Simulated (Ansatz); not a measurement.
## Al(110) / 3 layers Pt(110) / Al(110): resistance against film thickness

Wanted: interface resistance and thickness dependence for Al(110) / 3 layers Pt(110) / Al(110).

Method: Ansatz plane-wave DFT, PBE, PAW files; ballistic transport by layer matching (Landauer), zero bias; PAW set soft_1, in Ansatz 0.2.0.

### 1. Set-up

The cell holds 16 atoms: 13 Al and 3 Pt. Its edges and angles: a = 2.862 Å, b = 4.048 Å, c = 22.510 Å, α = 90.0°, β = 90.0°, γ = 90.0°. It derives from Al and Pt. Regions: lead, 13 atoms (13 Al); films, 3 atoms (3 Pt). The structure is stacked along c, and the current runs across the ab planes.

### 2. With 3 layers

The film is laid into the lead at the lead's in-plane lattice, and the cell closes on the lead's own image. The mesh across the current, 26×18, is finer than the density's, because channels open and close sharply across the zone. Energies from -1 to 1 eV in steps of 0.036 eV cover the slope of the Fermi function at 300 K, so the program can form a conductance.

input.yaml

```yaml
crystal:
  lattice:
    - [2.862347037, 0.0, 0.0]
    - [0.0, 4.04797, 0.0]
    - [0.0, 0.0, 22.5096891234]
  atoms:
    - { symbol: Al, position: [0.0, 0.0, 0.0317901662] }
    - { symbol: Al, position: [0.5, 0.5, 0.0953704987] }
    - { symbol: Al, position: [0.0, 0.0, 0.1589508312] }
    - { symbol: Al, position: [0.5, 0.5, 0.2225311637] }
    - { symbol: Al, position: [0.0, 0.0, 0.2861114962] }
    - { symbol: Al, position: [0.5, 0.5, 0.3496918286] }
    - { symbol: Pt, position: [0.0, 0.0, 0.4103912745] }
    - { symbol: Pt, position: [0.5, 0.5, 0.4682098338] }
    - { symbol: Pt, position: [0.0, 0.0, 0.526028393] }
    - { symbol: Al, position: [0.5, 0.5, 0.5867278389] }
    - { symbol: Al, position: [0.0, 0.0, 0.6503081714] }
    - { symbol: Al, position: [0.5, 0.5, 0.7138885038] }
    - { symbol: Al, position: [0.0, 0.0, 0.7774688363] }
    - { symbol: Al, position: [0.5, 0.5, 0.8410491688] }
    - { symbol: Al, position: [0.0, 0.0, 0.9046295013] }
    - { symbol: Al, position: [0.5, 0.5, 0.9682098338] }
kpoints:
  mp_grid: { grid: [13, 9, 2] }
hamiltonian:
  xc: pbe
  pseudopotentials: { kind: paw, azcp: { folder: soft_1 } }
scf:
  occupations: { method: fermi_dirac, width: 0.1 }
output:
  transmission: { leads: [[0, 1]], kmesh: [26, 18], e_range: [-1.0, 1.0], de: 0.036 }
  write_potential: true
  write_density: true
  volumetric_format: npy
  elf: true
```

Started as:

```
$ ansatz run input.yaml --threads 4 --pin off --max-ram 8192MiB --backend cpu --events-out ev --progress --plain --runs-dir out
```

Numbers of over 12 decimals in the logs are rounded to 6 here.

What it wrote:

```text
Engine: ansatz 0.2.0, x86_64-unknown-linux-gnu
Pseudopotentials: kind: paw
Pseudopotential: Al, paw, valence charge 3, recommended cutoff 420 eV (normal), soft_1/Al.paw.azcp
Pseudopotential: Pt, paw, valence charge 18, recommended cutoff 420 eV (normal), soft_1/Pt.paw.azcp
Functional definition: PBE
  parameter kappa = 0.804
  parameter beta = 0.066725
  exchange = pbe_x(kappa = kappa, mu = beta*pi^2/3)
  correlation = pbe_c(beta = beta)
Crystal: 16 atoms, lattice volume = 260.813 Å³
Basis set: ecut = 420 eV, 5127 PW (Γ)
Bands: 63, of which v1, the nominal top of the filled ones, is band 47 counted from 1 (46 counted from 0)
Symmetry: 8 space group operations
Space group: Pmmm (ITA 47), of the structure as read, at distance tolerance 6.4e-5 Å
k-points: 70 of 234
Non-local potential: Al, projectors of the file, l = 0: 2, l = 1: 2, l = 2: 1
Non-local potential: Pt, projectors of the file, l = 0: 3, l = 1: 2, l = 2: 2, l = 3: 1
PAW form: soft (Blöchl's): semilocal exchange-correlation on the pseudo side does not see the compensation charge
PAW one-centre angular grid: Al, 110 points (default); XC on 64 Gauss nodes
PAW one-centre angular grid: Pt, 590 points (default); XC on 64 Gauss nodes
Initial density: superposition of atomic densities (chi_scale 0.1, normalization cell, long waves of neutral atoms (reshape's long-wave potential 11.63 eV rms, cloud 2.57 Å wide))
Initial wavefunctions: pseudopotential atomic-orbital guess
Functional: x = pbe(κ = 0.804, μ = 0.219515), c = pbe(β = 0.066725)
SCF iter   1: F=—  HF=-44589.367203 eV  |F-HF|=—  |Δ(HF+E_count)|=         —  Δρ=1.88e-1  dr2=1.46e3  ethr=3.10e-3  ⟨swp⟩=7.3  Hψ=19168  notcnv=0  defer=4
preconditioner: auto → Kerker (q_TF=auto, 2.297 Å⁻¹)  [metal: Δε(μ)=0.002 eV  Ē_g=6.242 eV  σ=0.100 eV  W_gap=0.00  n_scr=52 (ndim 8)  ℏωp=19.1 eV  f_vac=0.000  D(μ)=10.13/eV (n_scr^D=70)]
SCF iter   2: F=—  HF=-44570.124550 eV  |F-HF|=—  |Δ(HF+E_count)|=    1.92e1  Δρ=8.66e-2  dr2=3.61e2  ethr=3.10e-3  ⟨swp⟩=3.7  Hψ=10335  notcnv=0  defer=58
SCF iter   3: F=—  HF=-44564.509262 eV  |F-HF|=—  |Δ(HF+E_count)|=    5.62e0  Δρ=2.04e-2  dr2=4.91e0  ethr=3.10e-3  ⟨swp⟩=4.1  Hψ=9752  notcnv=0  defer=95
SCF iter   4: F=—  HF=-44564.194659 eV  |F-HF|=—  |Δ(HF+E_count)|=   3.15e-1  Δρ=1.47e-2  dr2=4.84e0  ethr=3.10e-3  ⟨swp⟩=2.1  Hψ=8619  notcnv=0  defer=116
SCF iter   5: F=—  HF=-44564.088296 eV  |F-HF|=—  |Δ(HF+E_count)|=   1.06e-1  Δρ=1.85e-3  dr2=2.04e-1  ethr=3.10e-3  ⟨swp⟩=1.1  Hψ=4279  notcnv=0  defer=116
SCF iter   6: F=—  HF=-44564.085304 eV  |F-HF|=—  |Δ(HF+E_count)|=   2.99e-3  Δρ=9.31e-4  dr2=1.39e-2  ethr=2.20e-4  ⟨swp⟩=1.3  Hψ=4836  notcnv=0  defer=163
SCF iter   7: F=—  HF=-44564.084386 eV  |F-HF|=—  |Δ(HF+E_count)|=   9.18e-4  Δρ=2.08e-4  dr2=2.78e-4  ethr=1.49e-5  ⟨swp⟩=1.0  Hψ=4250  notcnv=0  defer=162
SCF iter   8: F=—  HF=-44564.084360 eV  |F-HF|=—  |Δ(HF+E_count)|=   2.67e-5  Δρ=3.29e-5  dr2=4.95e-6  ethr=2.99e-7  ⟨swp⟩=2.1  Hψ=5763  notcnv=0  defer=162
SCF iter   9: F=—  HF=-44564.084397 eV  |F-HF|=—  |Δ(HF+E_count)|=   3.75e-5  Δρ=6.86e-6  dr2=5.10e-7  ethr=5.33e-9  ⟨swp⟩=2.0  Hψ=7214  notcnv=0  defer=163
SCF iter  10: F=-44564.084397 eV  HF=-44564.084397 eV  |F-HF|=1.52e-8  |Δ(HF+E_count)|=   3.69e-8  Δρ=1.37e-6  dr2=1.72e-8  ethr=1.08e-10  ⟨swp⟩=10.7  Hψ=15657  notcnv=0
SCF 1 converged in 10 iterations: F = -44564.084397 eV  dr2 = 1.72e-8
  greatest PAW one-centre occupation: 1.000 electrons in one spin orbital (limit 2), on the Pt atom at site 8 (counted from 0), in its partial waves of l = 0
transmission: 462 of 4620 steps passed
transmission: 924 of 4620 steps passed
[...]
transmission: 4620 of 4620 steps passed
SCF converged after 10 iterations
Free energy (F): -44564.084397 eV
Harris-Foulkes:  -44564.084397 eV  (|F-HF|=1.52e-8)
Internal energy: -44563.842310 eV  (E = F + TS)
E sigma→0 (E₀):  -44563.963353 eV
Entropy (-TS):   -0.242087 eV (-15.130 meV/atom)
Fermi energy:    10.572153 eV
--- Per-component energies (eV) ---
  E_band       = -838.039698
  E_kinetic    = 2084.419335
  E_local      = -46983.216665  (includes V_loc(G=0)·N_el)
  E_nonlocal   = 739.233522
  E_hartree    = 22756.772897
  E_xc         = -1187.491390
  E_vxc        = -1194.215153  (∫ρ·V_xc dr)
  E_paw        = -34553.482953  (= ΣΔE_a)
  E_vpaw       = -997.841345  (= ΣTr[D̂ρ^β])
  E_aug_tail   = 0.003310  (compensation charges beyond the density's cutoff)
  E_ewald      = 12579.919635
  E_smearing   = -0.242087  (= −TS)
  E_closure    = 0.000000  (closes the sum)
  Σ components = -44564.084397   (vs F -44564.084397, Δ=0.00e0)
--- Band table (eV; the first three rows and the last of 70) ---
  k-point 0: bands = [... 43 lower, 9.7439, 9.9197, 10.3975, 10.5862, 10.8442, 11.3118, 11.3447, 11.4542, ... 12 higher]
  k-point 1: bands = [... 43 lower, 9.5589, 10.3306, 10.3517, 10.3975, 10.4874, 10.6234, 11.4288, 12.2637, ... 12 higher]
  k-point 2: bands = [... 43 lower, 10.2909, 10.3104, 10.5344, 10.7721, 10.8724, 11.3562, 11.6255, 12.0708, ... 12 higher]
  k-point 69: bands = [... 43 lower, 8.7596, 8.8816, 8.9889, 9.2521, 9.6543, 9.7801, 10.1162, 10.4214, ... 12 higher]
--- Transmission ---
  basis      : 101 plane waves across, 33 finite elements along
  points     : 140, standing for a mesh of 26 x 18
  filling    : by the input's occupations and mesh, since the crystals that have channels conduct as metals do. If one of these is a semiconductor, that mesh has misplaced its level
  energies   : 56 from -1.000000 to 0.980000 eV about the Fermi level, 0.036000 eV apart; the leads are filled to 0.000000 eV, and channels, transmission and decay are at 0.008000 eV
  crystal 0  : Al2, at the sites [0, 1], period 2.8623 Å, over 18.61 Å; its Hamiltonian steps by up to 6.3 meV
    offset         : up to 0.0000 Å between an atom of the period and one for which it stands
    filled         : 10.4 meV under the level at which it is neutral
    channels       : 2.185897e0 a spin
    conductance    : 1.4540e15 S/m² at 300 K; may be off by some 0.0 % by where its bands' edges are placed, 7.0 % from the k-mesh, 0.1 % from the distance to neutral
    slowest decay  : 0.0087 /Å at (0.5000, 0.3333)
  junction   : crystal 0 to crystal 0, 0.00 to 19.65 Å
    transmission   : 7.909296e-1 a spin
    conductance    : 5.1904e14 S/m² at 300 K (5.4259e14 on every other point, 5.1936e14 on every other energy)
    error estimate : 0.1 % from the energy spacing and 0.1 % from band edges of the leads and from resonances (wavevectors taken as independent; lower de), 7.7 % from the k-mesh, 2.6 % from the steps of its leads' Hamiltonians or their offsets (lay more layers), 0.5 % from the distance to neutral
    resistance     : 1.2390e-3 Ω µm² beyond half of each lead's own
```

Run time: 4.9 min. Hardware: 4 threads of Intel Xeon Platinum 8488C (Sapphire Rapids), shared host; peak memory 1.2 GiB.

Numbers from this step:

```
free energy                                                                : -44564.0844 eV
energy at zero smearing                                                    : -44563.9634 eV
Fermi energy                                                               : 10.57 eV
cell area                                                                  : 11.59 Å²
step of the lead's potential                                               : 6.3 meV
ballistic conductance of the lead                                          : 1.45e15 S/m²
estimated errors of the lead's conductance                                 : 0, 7, 0.1 % (band edges, k-mesh, distance from neutral)
lead conductance per cell                                                  : 2.174 G₀
conductance of the junction                                                : 5.19e14 S/m²
junction conductance per cell                                              : 0.7762 G₀
estimated errors of the junction's conductance                             : 0.1, 0.1, 7.7, 2.6, 0.5 % (energy step, band edges, k-mesh, leads' steps, distance from neutral)
area resistance that the stack adds (contact term taken off, spin by spin) : 1.239 fΩ m²
```

Per spin. Table of transmission, zone mean by energy, zero at the Fermi level:

energy (eV), transmission, zone mean and a bar from the least value:
```
   -1.000       0.80 ###########
   -0.928       0.78 #########
   -0.856       0.78 #########
   -0.784       0.75 #######
   -0.712       0.75 #######
   -0.676       0.76 #######
   -0.604       0.74 ######
   -0.532       0.73 #####
   -0.460       0.71 ###
   -0.388       0.70 ##
   -0.316       0.70 ##
   -0.244       0.68 
   -0.172       0.68 
   -0.100       0.74 #####
   -0.028       0.77 ########
    0.008       0.79 ##########
    0.080       0.80 ###########
    0.152       0.83 #############
    0.224       0.84 ##############
    0.296       0.87 #################
    0.368       0.89 ###################
    0.440       0.90 ###################
    0.512       0.91 #####################
    0.584       0.91 #####################
    0.656       0.94 #######################
    0.692       0.94 #######################
    0.764       0.95 ########################
    0.836       0.97 ##########################
    0.908       1.00 ############################
    0.980       1.02 ##############################
```

Per spin. Open channels, zone mean, lead against energy, zero at the Fermi level:

```csv
energy (eV),"open channels, zone mean, lead"
-1.000,2.06
-0.928,2.09
-0.856,2.11
-0.784,2.08
-0.712,2.11
-0.676,2.11
-0.604,2.07
-0.532,2.07
-0.460,2.07
-0.388,2.07
-0.316,2.06
-0.244,2.06
-0.172,2.04
-0.100,2.07
-0.028,2.21
0.008,2.19
0.080,2.18
0.152,2.25
0.224,2.37
0.296,2.37
0.368,2.37
0.440,2.35
0.512,2.33
0.584,2.29
0.656,2.35
0.692,2.37
0.764,2.40
0.836,2.41
0.908,2.44
0.980,2.44
```

Transmission over k1 and k2. At 0.0080 eV from the Fermi level.

Values, 12 rows by 16 columns, each cell a mean:
```
0.22 0.44 0.70 1.00 1.33 1.43 1.38 0.97 0.69 1.19 1.41 1.42 1.23 0.88 0.55 0.46
0.57 1.08 0.52 0.82 1.19 1.38 1.36 1.13 1.05 1.22 1.40 1.35 1.03 0.64 0.69 1.32
0.54 0.52 0.27 0.26 0.91 0.94 1.09 1.18 1.07 1.20 0.99 0.97 0.74 0.15 0.36 0.46
0.64 0.55 0.38 0.14 0.27 0.78 0.78 1.15 1.24 0.99 0.73 0.66 0.13 0.29 0.41 0.54
0.93 0.96 0.76 0.35 0.07 0.81 0.56 0.90 1.31 0.70 0.64 0.58 0.04 0.58 0.86 0.91
1.38 1.23 0.93 0.56 0.47 0.71 0.43 0.69 1.20 0.53 0.52 0.72 0.29 0.84 1.01 1.28
1.25 1.10 0.85 0.38 0.07 0.86 0.37 0.71 1.19 0.49 0.56 0.61 0.04 0.66 0.93 1.13
0.66 0.70 0.50 0.23 0.07 0.76 0.73 1.11 1.33 0.92 0.71 0.55 0.03 0.40 0.56 0.66
0.56 0.44 0.30 0.16 0.79 0.88 1.00 1.19 1.12 1.17 0.89 0.92 0.53 0.17 0.34 0.41
0.55 0.89 0.34 0.63 1.07 1.21 1.30 1.11 0.99 1.21 1.28 1.19 0.92 0.39 0.55 1.03
0.40 0.79 0.74 0.97 1.37 1.47 1.38 1.10 0.95 1.23 1.43 1.47 1.25 0.88 0.66 0.92
0.01 0.03 0.22 0.92 1.21 1.30 1.26 0.54 0.26 0.83 1.35 1.28 1.14 0.61 0.14 0.00
```
Columns: k1 (b1) from -0.5 to 0.462; rows upwards: k2 (b2) from -0.5 to 0.444.

Open channels over k1 and k2. At 0.0080 eV from the Fermi level.

Ten even steps from '0' (0.00) to '9' (4.00):
```
50055975555555555555795500
09955275555555555555725599
09992225555555555555222999
95977227555555555557227795
95977227555555555557227795
99277722555555555552277729
57727722555777775552277277
55772725722777772275272775
55577755777777777775577755
55772725722777772275272775
57727722555777775552277277
99277722555555555552277729
95977227555555555557227795
95977227555555555557227795
09992225555555555555222999
09955275555555555555725599
50055975555555555555795500
00000955555555555555590000
```
Columns: k1 (b1) from -0.5 to 0.462; rows upwards: k2 (b2) from -0.5 to 0.444.

Electrostatic potential energy in the ca plane at fractional y = 0.000, with atoms of Al and Pt within 0.2 Å of it. With pseudopotentials it is smooth inside the atoms' cores, unlike the true potential.

Values in eV, 5 rows by 16 columns, each cell a mean:
```
  3   5   1   2   7   0   1   7 -42 -27  -9 -51  -2   1   1   7
  1  10   7   2  11   6   4  12  -2   3   9  -6  10   7   3  11
  9  12  11   9  12  10   9  13  10  11  13   9  13  11   9  12
 -3   9   4  -2  10   2   0  10 -16  -6   4 -23   7   4  -2  10
  8   3   1   6   6   2   4   5 -47 -32 -13 -55  -6   2   5   6
```
Columns run along c (16.0 Å, from fractional 0.02 to 0.74 of the cell; values clipped at the 3rd and 97th percentile), rows up along a (2.9 Å). Atoms in or near the plane, at fractional coordinates: Al at (0.03, 0.00), Al at (0.16, 0.00), Al at (0.29, 0.00), Pt at (0.41, 0.00), Pt at (0.53, 0.00), Al at (0.65, 0.00).

Valence density in the ca plane at fractional y = 0.000, with atoms of Al and Pt within 0.2 Å of it. It is the smooth field of the valence electrons, not physical close to the nuclei.

Values in units of 1e0 e/Å³, 5 rows by 16 columns, each cell a mean:
```
0.1 0.2 0.2 0.1 0.2 0.2 0.1 0.4 5.6 3.6 1.5 7.1 1.0 0.2 0.1 0.2
0.2 0.2 0.2 0.2 0.1 0.2 0.2 0.2 0.9 0.6 0.4 1.1 0.3 0.2 0.2 0.1
0.2 0.1 0.2 0.2 0.1 0.2 0.2 0.1 0.3 0.3 0.2 0.4 0.2 0.1 0.2 0.1
0.2 0.2 0.2 0.2 0.2 0.2 0.2 0.2 2.0 1.3 0.6 2.5 0.4 0.2 0.2 0.2
0.1 0.2 0.2 0.1 0.2 0.1 0.1 0.4 7.1 4.5 2.0 8.9 1.3 0.2 0.1 0.2
```
Columns run along c (16.0 Å, from fractional 0.02 to 0.74 of the cell), rows up along a (2.9 Å). Atoms in or near the plane, at fractional coordinates: Al at (0.03, 0.00), Al at (0.16, 0.00), Al at (0.29, 0.00), Pt at (0.41, 0.00), Pt at (0.53, 0.00), Al at (0.65, 0.00).

ELF in the ca plane at fractional y = 0.000, with atoms of Al and Pt within 0.2 Å of it. It is the smooth field of the valence electrons, not physical close to the nuclei.

Ten even steps from '0' (0.07) to '9' (0.63), each cell a mean:
```
00179981002889710038647999634799974682001798
33576675336767753356446787433578754565336766
89864458997534799864333444212344433346898643
99753247997423689852223333211233322225898532
99853357997433699853223333211233332235898533
66775567677655786665434665322466643456678755
00378873004878720047547888633688864673003787
25179980431899605139647998644789874692241799
```
Columns run along c (16.0 Å, from fractional 0.02 to 0.74 of the cell), rows up along a (2.9 Å). Atoms in or near the plane, at fractional coordinates: Al at (0.03, 0.00), Al at (0.16, 0.00), Al at (0.29, 0.00), Pt at (0.41, 0.00), Pt at (0.53, 0.00), Al at (0.65, 0.00).

The lead's potential steps by 6.3 meV from period to period, small in itself. The program estimates the junction's conductance to 7.7 % from the k-mesh, 0.5 % from the leads' distance from neutral and 2.6 % from their steps.

By hand: 1/G − 1/G_lead = 1/0.5190 − 1/1.454 = 1.24 fΩ m² with G in 10¹⁵ S/m².

### 3. With 5 layers, k-mesh 13×9×1, film layers 5

The stack now holds 5 film layers; the k-mesh follows the cell, and the energies span -0.27 to 0.27 eV.

System of this step: Al(110) / 5 layers Pt(110) / Al(110). The cell holds 18 atoms: 13 Al and 5 Pt. Its edges and angles: a = 2.862 Å, b = 4.048 Å, c = 25.113 Å, α = 90.0°, β = 90.0°, γ = 90.0°. It derives from Al and Pt. Regions: lead, 13 atoms (13 Al); films, 5 atoms (5 Pt). The structure is stacked along c, and the current runs across the ab planes.

input.yaml

```yaml
crystal:
  lattice:
    - [2.862347037, 0.0, 0.0]
    - [0.0, 4.04797, 0.0]
    - [0.0, 0.0, 25.1126447119]
  atoms:
    - { symbol: Al, position: [0.0, 0.0, 0.0284950776] }
    - { symbol: Al, position: [0.5, 0.5, 0.0854852327] }
    - { symbol: Al, position: [0.0, 0.0, 0.1424753879] }
    - { symbol: Al, position: [0.5, 0.5, 0.199465543] }
    - { symbol: Al, position: [0.0, 0.0, 0.2564556982] }
    - { symbol: Al, position: [0.5, 0.5, 0.3134458534] }
    - { symbol: Pt, position: [0.0, 0.0, 0.3678537292] }
    - { symbol: Pt, position: [0.5, 0.5, 0.4196793258] }
    - { symbol: Pt, position: [0.0, 0.0, 0.4715049224] }
    - { symbol: Pt, position: [0.5, 0.5, 0.523330519] }
    - { symbol: Pt, position: [0.0, 0.0, 0.5751561156] }
    - { symbol: Al, position: [0.5, 0.5, 0.6295639915] }
    - { symbol: Al, position: [0.0, 0.0, 0.6865541466] }
    - { symbol: Al, position: [0.5, 0.5, 0.7435443018] }
    - { symbol: Al, position: [0.0, 0.0, 0.800534457] }
    - { symbol: Al, position: [0.5, 0.5, 0.8575246121] }
    - { symbol: Al, position: [0.0, 0.0, 0.9145147673] }
    - { symbol: Al, position: [0.5, 0.5, 0.9715049224] }
kpoints:
  mp_grid: { grid: [13, 9, 1] }
hamiltonian:
  xc: pbe
  pseudopotentials: { kind: paw, azcp: { folder: soft_1 } }
scf:
  occupations: { method: fermi_dirac, width: 0.1 }
output:
  transmission:
    leads: [[0, 1]]
    kmesh: [26, 18]
    e_range: [-0.27, 0.27]
    de: 0.036
  write_potential: true
  write_density: true
  volumetric_format: npy
```

What it wrote:

```text
[...]
Crystal: 18 atoms, lattice volume = 290.973 Å³
Basis set: ecut = 420 eV, 5727 PW (Γ)
Bands: 83, of which v1, the nominal top of the filled ones, is band 65 counted from 1 (64 counted from 0)
Symmetry: 8 space group operations
[...]
k-points: 35 of 117
[...]
--- Transmission ---
  basis      : 101 plane waves across, 38 finite elements along
  points     : 140, standing for a mesh of 26 x 18
[...]
filled         : 13.8 meV under the level at which it is neutral
    channels       : 2.168803e0 a spin
[...]
slowest decay  : 0.0111 /Å at (0.5000, 0.3333)
  junction   : crystal 0 to crystal 0, -0.00 to 22.25 Å
    transmission   : 7.699768e-1 a spin
[...]
resistance     : 1.2580e-3 Ω µm² beyond half of each lead's own
[key lines of the parts left out:]
SCF converged after 10 iterations
Free energy (F): -69613.297330 eV
Fermi energy:    11.881783 eV
```

It took 2.5 min on 4 threads; peak memory 1.2 GiB.

Numbers from this step:

- free energy: -69613.2973 eV
- energy at zero smearing: -69613.1107 eV
- Fermi energy: 11.88 eV
- step of the lead's potential: 9.1 meV
- estimated errors of the lead's conductance: 0, 6.9, 0.1 % (band edges, k-mesh, distance from neutral)
- conductance of the junction: 5.14e14 S/m²
- junction conductance per cell: 0.7685 G₀
- estimated errors of the junction's conductance: 0.5, 0, 9, 5.9, 0 % (energy step, band edges, k-mesh, leads' steps, distance from neutral)
- area resistance that the stack adds (contact term taken off, spin by spin): 1.258 fΩ m²

Per spin. Transmission, zone mean against energy, zero at the Fermi level:

```csv
energy (eV),"transmission, zone mean"
-0.270,0.702
-0.234,0.712
-0.198,0.719
-0.162,0.697
-0.126,0.691
-0.090,0.752
-0.054,0.761
-0.018,0.784
0.018,0.770
0.054,0.766
0.090,0.779
0.126,0.773
0.162,0.783
0.198,0.763
0.234,0.802
0.270,0.815
```

The conductance of the junction is 5.1e14 S/m², 0.99 % under the 5.2e14 S/m² of the last finished run, within the error estimates, leads' steps apart, of 7.7 and 9 %.

(Continued in part 2 of 2.)

[Logs are printed without paths, hosts, clocks, repeated set-up lines and the standing remarks that a program may print on its own settings, such as how far it seeks lower states.]

[Hosts, paths, dates, database ids (printed as entryN), source tags and the programs' standing remarks are cut or masked in the printed files.]
